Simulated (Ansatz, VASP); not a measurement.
# Al35InN36 (In_Al): VASP beside Ansatz, part 2 of 3

Aim: how closely do two programs agree when they are given the same cell, functional and k mesh? Of the first pair: The structure shown is the start of the Ansatz relaxation below; VASP solves that cell, so the two are compared at the walk's first step.

VASP 6.6.1 and Ansatz 0.2.0.

So far: Set-up; Ansatz: relaxation, r2SCAN.

**3. VASP: single point, r2SCAN, start cell, pair 1**

Level of this step: r2SCAN, spin-polarised from a ferromagnetic start; plane waves and PAW (Al, N, In_d) (VASP).

The same cell, functional and mesh now go to VASP, with its own data sets.

Lines of VASP's logs that name or quote its potential files are left out, and so is its time.

The input, INCAR:

```
SYSTEM = Al35InN36
PREC = Accurate
ENCUT = 580
EDIFF = 1E-06
NELM = 200
ISMEAR = 0
SIGMA = 0.01
LREAL = Auto
ALGO = Normal
METAGGA = R2SCAN
LASPH = .TRUE.
NELECT = 297
NBANDS = 200
ISPIN = 2
MAGMOM = 0 0 0 0 0 0 0 0 0 0 0 -0 -0 0 -0 0 0 -0 -0 0 -0 -0 0 0 0 -0 -0 0 -0 -0 0 -0 -0 0 0 0.01 0.02 0.01 0.01 0.03 0.03 0.06 0.01 0.01 0.01 0.01 0.01 0.01 0.02 0.01 0.01 0.05 0.01 0.05 0.17 0.05 0.02 0.04 0.01 0.01 0 0 0 0.02 0.03 0.01 0.01 0.01 0.02 0.01 0.01 0.01
LORBIT = 11
LWAVE = .FALSE.
LCHARG = .FALSE.
ISIF = 2
ISYM = 0
NUPDOWN = 1
GGA_COMPAT = .FALSE.
LMIXTAU = .TRUE.
NCORE = 2
```

The input, POSCAR:

```
Al35InN36
1.0
    9.3195655359      0.0000000860      0.0000000000
   -4.6597828424      8.0709804634      0.0000000000
    0.0000000000      0.0000000000      9.9564777190
Al N In
35 36 1
Direct
    0.2160776500      0.1087219806      0.2495986101
    0.1125693409      0.2210363411      0.5041413381
    0.2238157797      0.1165324318      0.7474079901
    0.1147864537      0.2204645394      0.0018415429
    0.2244095880      0.4505529405      0.2493985393
    0.1091967510      0.5596995323      0.4997103534
    0.2183895576      0.4384190988      0.7504813661
    0.1167058633      0.5580515292      0.0017395992
    0.2243089438      0.7748144118      0.2467220908
    0.1104109757      0.8937232624      0.4984411295
    0.2179153650      0.7752070532      0.7531901554
    0.1124198212      0.8937650169      0.0025132664
    0.5529098211      0.1049545289      0.2492167481
    0.4435029313      0.2259535840      0.5026291567
    0.5576285198      0.1122583503      0.7448704461
    0.4433185863      0.2199811993      0.9949199184
    0.5556543733      0.4404695276      0.2462815736
    0.5495234179      0.4416535226      0.7484771433
    0.4502623964      0.5593305524      0.9980784651
    0.5604659654      0.7805887996      0.2465579766
    0.4482549642      0.8894892007      0.5033680727
    0.5503250130      0.7731255181      0.7515007025
    0.4402876891      0.8859627395      0.9959636610
    0.8840728263      0.1053563353      0.2491969620
    0.7774056083      0.2262473489      0.4965050030
    0.8934088571      0.1129253041      0.7530104733
    0.7743875725      0.2176763953      0.9963541606
    0.8932422870      0.4500879341      0.2510966298
    0.7802555985      0.5608759622      0.5021686525
    0.8910759134      0.4461704423      0.7449406516
    0.7783304592      0.5577188488      0.9949220276
    0.8887941159      0.7723902879      0.2500789004
    0.7749390892      0.8892587420      0.4954640727
    0.8902015871      0.7735115891      0.7512916928
    0.7754176149      0.8883099105      0.9949927353
    0.2248236941      0.1138491147      0.4360437619
    0.1099215054      0.2249228577      0.1865546283
    0.2254709301      0.1107247112      0.9365589180
    0.1102206386      0.2171321066      0.6879909937
    0.2273549274      0.4447900719      0.4422922568
    0.1115474166      0.5570640408      0.1952599157
    0.2271788059      0.4464769797      0.9433818128
    0.1164107300      0.5582261053      0.6929987888
    0.2190167623      0.7724087562      0.4428557091
    0.1171339238      0.8926283520      0.1913564268
    0.2227332243      0.7726887717      0.9402523929
    0.1071025786      0.8899817096      0.6928996574
    0.5582489381      0.1092549977      0.4370123775
    0.4472287245      0.2188828197      0.1911127664
    0.5586602625      0.1081895757      0.9392372749
    0.4480503563      0.2222686537      0.6941361388
    0.5510854606      0.4389153175      0.4387917217
    0.4422382175      0.5494427823      0.1905775369
    0.5594937764      0.4432223530      0.9428691817
    0.4427697620      0.5564799695      0.6949432515
    0.5520299705      0.7797409473      0.4426091359
    0.4394974043      0.8870574021      0.1933607501
    0.5541905494      0.7736511048      0.9367102768
    0.4490499503      0.8922225737      0.6871811692
    0.8866833681      0.1102756880      0.4450845093
    0.7773212834      0.2170707687      0.1884372218
    0.8927352860      0.1088520691      0.9399835227
    0.7819646631      0.2210789558      0.6925245247
    0.8840016158      0.4417656492      0.4434764105
    0.7810814518      0.5604011747      0.1873800206
    0.8887686098      0.4418230152      0.9448099283
    0.7829651966      0.5610790353      0.6902722222
    0.8897905148      0.7828549396      0.4428339142
    0.7804429231      0.8950466385      0.1907891579
    0.8860994858      0.7793473113      0.9368758976
    0.7830103793      0.8943772030      0.6904034935
    0.4396875754      0.5538960207      0.4964556884
```

The input, KPOINTS:

```
Points of the shifted mesh
1
Reciprocal
 0.2500000000  0.2500000000  0.2500000000 1
```

The projector-augmented-wave data sets are Al, N and In_d (PBE family, release 64).

Started as:

```
$ mpirun -np 8 vasp_std
```

Numbers of over 12 decimals in the logs are rounded to 6 here.

Log:

```text
[banner, memory and clock lines left out]
running    8 mpi-ranks, on    1 nodes
[...]
|                                                                             |
|               ----> ADVICE to this user running VASP <----                  |
|                                                                             |
|     You enforced a specific xc type in the INCAR file but a different       |
|     [... a line on the potential file left out ...]
|     I HOPE YOU KNOW WHAT YOU ARE DOING!                                     |
|                                                                             |

 LDA part: xc-table for (None), standard interpolation
 POSCAR, INCAR and KPOINTS ok, starting setup
[...]
entering main loop
       N       E                     dE             d eps       ncg     rms          rms(c)
DAV:   1     0.161673175763E+04    0.16167E+04   -0.14872E+05   800   0.156E+03
DAV:   2    -0.596612174444E+03   -0.22133E+04   -0.20912E+04   984   0.342E+02
DAV:   3    -0.851637151769E+03   -0.25502E+03   -0.24982E+03   952   0.127E+02
DAV:   4    -0.862509474488E+03   -0.10872E+02   -0.10803E+02  1032   0.311E+01
DAV:   5    -0.862907177115E+03   -0.39770E+00   -0.39704E+00  1024   0.515E+00BRMIX: very serious problems
 the old and the new charge density differ
 old charge density:   298.00000 new  297.00000
    0.572E+01
DAV:   6    -0.733861820693E+03    0.12905E+03   -0.28990E+02  1184   0.433E+01    0.280E+01
DAV:   7    -0.707388069977E+03    0.26474E+02   -0.17985E+01   904   0.115E+01    0.136E+01
DAV:   8    -0.729265455404E+03   -0.21877E+02   -0.69410E+00  1008   0.927E+00    0.829E+00
DAV:   9    -0.703262920783E+03    0.26003E+02   -0.56455E+00   840   0.788E+00    0.302E+00
[...]
DAV:  23    -0.706813318134E+03   -0.53444E-05   -0.33446E-06   632   0.754E-03    0.482E-03
DAV:  24    -0.706813316995E+03    0.11397E-05   -0.11622E-06   576   0.405E-03    0.264E-03
DAV:  25    -0.706813317637E+03   -0.64216E-06   -0.57468E-07   488   0.257E-03
   1 F= -.70681332E+03 E0= -.70681332E+03  d E =-.292997E-07  mag=     1.0000
```

OUTCAR, selected parts (step 3):

```text
  FREE ENERGIE OF THE ION-ELECTRON SYSTEM (eV)
  ---------------------------------------------------
  free  energy   TOTEN  =      -706.8133176368 eV

  energy  without entropy=     -706.8133176075  energy(sigma->0) =     -706.81331762

 magnetization (x)
# of ion       s       p       d       tot
------------------------------------------
    1       -0.000  -0.000   0.000  -0.001
    2       -0.001  -0.001   0.000  -0.001
    3       -0.000   0.000   0.000  -0.000
    4       -0.000   0.000   0.000  -0.000
    5       -0.000   0.001   0.000   0.001
    6       -0.001   0.000   0.000  -0.000
    7       -0.001  -0.000   0.000  -0.001
    8       -0.000  -0.000   0.000  -0.001
    9       -0.000  -0.000   0.000  -0.001
   10       -0.000  -0.000   0.000  -0.000
   11       -0.000  -0.000   0.000  -0.000
   12       -0.000  -0.000   0.000  -0.000
   13       -0.001  -0.000   0.000  -0.001
[...]
--------------------------------------------------
tot          0.001   0.742   0.019   0.763
```

The cell is charged against a uniform background.

The run ends at a pressure of 2.06 GPa, with forces up to 10.0 eV/Å.

**4. Side by side**

Known differences besides the potentials themselves: VASP starts from the moments at which Ansatz ended; VASP keeps PBE cores, Ansatz makes them for the functional; fixed occupations in Ansatz, narrow Gaussian smearing in VASP; the cutoff is 500 eV in Ansatz and 580 eV in VASP (PREC = Accurate, projectors in real space). Total energies have different zeros and are not compared.

Forces on 7 of the 72 atoms, those with the largest forces and the largest differences (eV/Å; atoms numbered as in POSCAR):

```
atom          Ansatz x, y, z            VASP x, y, z
Al34   -1.090, 1.552, -0.533   -1.097, 1.561, -0.539
 N40  -8.516, -4.483, -2.714  -8.483, -4.459, -2.701
 N52   4.883, -1.220, -1.156   4.932, -1.233, -1.168
 N55    0.272, -0.857, 3.575    0.273, -0.860, 3.618
 N56    1.019, 4.735, -2.392    1.028, 4.779, -2.408
 N69   0.562, -1.949, -0.602   0.568, -1.964, -0.612
In72     3.309, 1.872, 1.933     3.224, 1.832, 1.877
```

The forces differ by 12 meV/Å r.m.s., which is 1.0 % of the r.m.s. force of 1.185 eV/Å (both taken over all components). Moments aren't recorded for both runs of this pair, so they may hold unlike magnetic states. The cell carries a charge of +1 e against a uniform background, so its pressure also hangs on how the neutralising background is counted, and in a defect's cell a gap may be the spacing between its levels.

**5. Ansatz: relaxation, r2SCAN**

This run makes the geometry at which the two programs are then compared.

The structure compared here is the end of the Ansatz relaxation.

The input, input.yaml:

```yaml
crystal:
  lattice:
    - [9.31956554, 9.0e-08, 0.0]
    - [-4.65978284, 8.07098046, 0.0]
    - [0.0, 0.0, 9.95647772]
  atoms:
    - { symbol: Al, position: [0.22222222, 0.11111111, 0.24960167] }
    - { symbol: Al, position: [0.11111111, 0.22222222, 0.49960167] }
    - { symbol: "N", position: [0.22222222, 0.11111111, 0.44039833] }
    - { symbol: "N", position: [0.11111111, 0.22222222, 0.19039833] }
    - { symbol: Al, position: [0.22222222, 0.11111111, 0.74960167] }
    - { symbol: Al, position: [0.11111111, 0.22222222, 0.99960167] }
    - { symbol: "N", position: [0.22222222, 0.11111111, 0.94039833] }
    - { symbol: "N", position: [0.11111111, 0.22222222, 0.69039833] }
    - { symbol: Al, position: [0.22222222, 0.44444444, 0.24960167] }
    - { symbol: Al, position: [0.11111111, 0.55555556, 0.49960167] }
    - { symbol: "N", position: [0.22222222, 0.44444444, 0.44039833] }
    - { symbol: "N", position: [0.11111111, 0.55555556, 0.19039833] }
    - { symbol: Al, position: [0.22222222, 0.44444444, 0.74960167] }
    - { symbol: Al, position: [0.11111111, 0.55555556, 0.99960167] }
    - { symbol: "N", position: [0.22222222, 0.44444444, 0.94039833] }
    - { symbol: "N", position: [0.11111111, 0.55555556, 0.69039833] }
    - { symbol: Al, position: [0.22222222, 0.77777778, 0.24960167] }
    - { symbol: Al, position: [0.11111111, 0.88888889, 0.49960167] }
    - { symbol: "N", position: [0.22222222, 0.77777778, 0.44039833] }
    - { symbol: "N", position: [0.11111111, 0.88888889, 0.19039833] }
    - { symbol: Al, position: [0.22222222, 0.77777778, 0.74960167] }
    - { symbol: Al, position: [0.11111111, 0.88888889, 0.99960167] }
    - { symbol: "N", position: [0.22222222, 0.77777778, 0.94039833] }
    - { symbol: "N", position: [0.11111111, 0.88888889, 0.69039833] }
    - { symbol: Al, position: [0.55555556, 0.11111111, 0.24960167] }
    - { symbol: Al, position: [0.44444444, 0.22222222, 0.49960167] }
    - { symbol: "N", position: [0.55555556, 0.11111111, 0.44039833] }
    - { symbol: "N", position: [0.44444444, 0.22222222, 0.19039833] }
    - { symbol: Al, position: [0.55555556, 0.11111111, 0.74960167] }
    - { symbol: Al, position: [0.44444444, 0.22222222, 0.99960167] }
    - { symbol: "N", position: [0.55555556, 0.11111111, 0.94039833] }
    - { symbol: "N", position: [0.44444444, 0.22222222, 0.69039833] }
    - { symbol: Al, position: [0.55555556, 0.44444444, 0.24960167] }
    - { symbol: In, position: [0.44444444, 0.55555556, 0.49960167] }
    - { symbol: "N", position: [0.55555556, 0.44444444, 0.44039833] }
    - { symbol: "N", position: [0.44444444, 0.55555556, 0.19039833] }
    - { symbol: Al, position: [0.55555556, 0.44444444, 0.74960167] }
    - { symbol: Al, position: [0.44444444, 0.55555556, 0.99960167] }
    - { symbol: "N", position: [0.55555556, 0.44444444, 0.94039833] }
    - { symbol: "N", position: [0.44444444, 0.55555556, 0.69039833] }
    - { symbol: Al, position: [0.55555556, 0.77777778, 0.24960167] }
    - { symbol: Al, position: [0.44444444, 0.88888889, 0.49960167] }
    - { symbol: "N", position: [0.55555556, 0.77777778, 0.44039833] }
    - { symbol: "N", position: [0.44444444, 0.88888889, 0.19039833] }
    - { symbol: Al, position: [0.55555556, 0.77777778, 0.74960167] }
    - { symbol: Al, position: [0.44444444, 0.88888889, 0.99960167] }
    - { symbol: "N", position: [0.55555556, 0.77777778, 0.94039833] }
    - { symbol: "N", position: [0.44444444, 0.88888889, 0.69039833] }
    - { symbol: Al, position: [0.88888889, 0.11111111, 0.24960167] }
    - { symbol: Al, position: [0.77777778, 0.22222222, 0.49960167] }
    - { symbol: "N", position: [0.88888889, 0.11111111, 0.44039833] }
    - { symbol: "N", position: [0.77777778, 0.22222222, 0.19039833] }
    - { symbol: Al, position: [0.88888889, 0.11111111, 0.74960167] }
    - { symbol: Al, position: [0.77777778, 0.22222222, 0.99960167] }
    - { symbol: "N", position: [0.88888889, 0.11111111, 0.94039833] }
    - { symbol: "N", position: [0.77777778, 0.22222222, 0.69039833] }
    - { symbol: Al, position: [0.88888889, 0.44444444, 0.24960167] }
    - { symbol: Al, position: [0.77777778, 0.55555556, 0.49960167] }
    - { symbol: "N", position: [0.88888889, 0.44444444, 0.44039833] }
    - { symbol: "N", position: [0.77777778, 0.55555556, 0.19039833] }
    - { symbol: Al, position: [0.88888889, 0.44444444, 0.74960167] }
    - { symbol: Al, position: [0.77777778, 0.55555556, 0.99960167] }
    - { symbol: "N", position: [0.88888889, 0.44444444, 0.94039833] }
    - { symbol: "N", position: [0.77777778, 0.55555556, 0.69039833] }
    - { symbol: Al, position: [0.88888889, 0.77777778, 0.24960167] }
    - { symbol: Al, position: [0.77777778, 0.88888889, 0.49960167] }
    - { symbol: "N", position: [0.88888889, 0.77777778, 0.44039833] }
    - { symbol: "N", position: [0.77777778, 0.88888889, 0.19039833] }
    - { symbol: Al, position: [0.88888889, 0.77777778, 0.74960167] }
    - { symbol: Al, position: [0.77777778, 0.88888889, 0.99960167] }
    - { symbol: "N", position: [0.88888889, 0.77777778, 0.94039833] }
    - { symbol: "N", position: [0.77777778, 0.88888889, 0.69039833] }
  host:
    repeats: [3, 3, 2]
    atoms:
      - { symbol: Al, position: [0.66666667, 0.33333333, 0.49920333] }
      - { symbol: Al, position: [0.33333333, 0.66666667, 0.99920333] }
      - { symbol: "N", position: [0.66666667, 0.33333333, 0.88079667] }
      - { symbol: "N", position: [0.33333333, 0.66666667, 0.38079667] }
total_charge: 1
basis:
  ecutwfc: 500
  xc_grid: 2
hamiltonian:
  xc: r2scan
  pseudopotentials: { kind: paw, azcp: { folder: soft_1 } }
kpoints:
  mp_grid: { grid: [1, 1, 1], shift: [0.25, 0.25, 0.25] }
magnetization:
  spin_polarized: true
  initial_magnetization: 1
  spin_locking: { lock_magnetization: hard }
scf:
  occupations: { method: fixed }
  max_iter: 60
output:
  forces: true
  charged_corrections:
    epsilon: [4.49, 4.49, 4.72]
    static_epsilon: [8.15, 8.15, 9.65]
    defect_position: [0.444444, 0.555556, 0.499602]
relax:
  f_tol: 0.02
  max_steps: 80
  random_displacement: { amplitude: 0.05, seed: 5756 }
checkpoint:
  write: "../qp1_M1.relax.run"
  compress: false
  write_wavefunctions: true
  write_every: 100000
```

Started as:

```
$ ansatz run input.yaml --threads 4 --pin off --max-ram 7536MiB --backend cpu --events-out ev --progress --plain --runs-dir out
```

Log:

```text
[...]
Crystal: 72 atoms, lattice volume = 748.907 Å³
Basis set: ecut = 500 eV, 18913 PW (Γ), exchange–correlation on 144×144×150 points (8 copies of the dense FFT grid, shifted against one another)
Bands: 221, of which v1, the nominal top of the filled ones, is band 149 counted from 1 (148 counted from 0)
Symmetry: 1 space group operations
k-points: 1
[...]
Starting moments: Σ|m| = 1 μB on 72 of 72 sites
[...]
- { symbol: N, position: [0.111821, 0.555149, 0.690491] }
[...]
- { symbol: In, position: [0.444380, 0.555916, 0.497502] }
[...]
- { symbol: Al, position: [0.889723, 0.777963, 0.249429] }
    - { symbol: Al, position: [0.782647, 0.893258, 0.499757] }
    - { symbol: N, position: [0.888904, 0.777788, 0.440496] }
    - { symbol: N, position: [0.780287, 0.889421, 0.189082] }
    - { symbol: Al, position: [0.889711, 0.777857, 0.749299] }
    - { symbol: Al, position: [0.780486, 0.890180, 0.999451] }
    - { symbol: N, position: [0.889527, 0.778014, 0.939732] }
    - { symbol: N, position: [0.778290, 0.888622, 0.690654] }
```

(Part 2 of 3 ends here.)

[Lines on the potential files, build, host, timing and source positions are cut from VASP's logs without a mark.]

[Logs are printed without paths, hosts, clocks, repeated set-up lines and the standing remarks that a program may print on its own settings, such as how far it seeks lower states.]

[Hosts, paths, dates, database ids (printed as entryN), source tags and the programs' standing remarks are cut or masked in the printed files.]
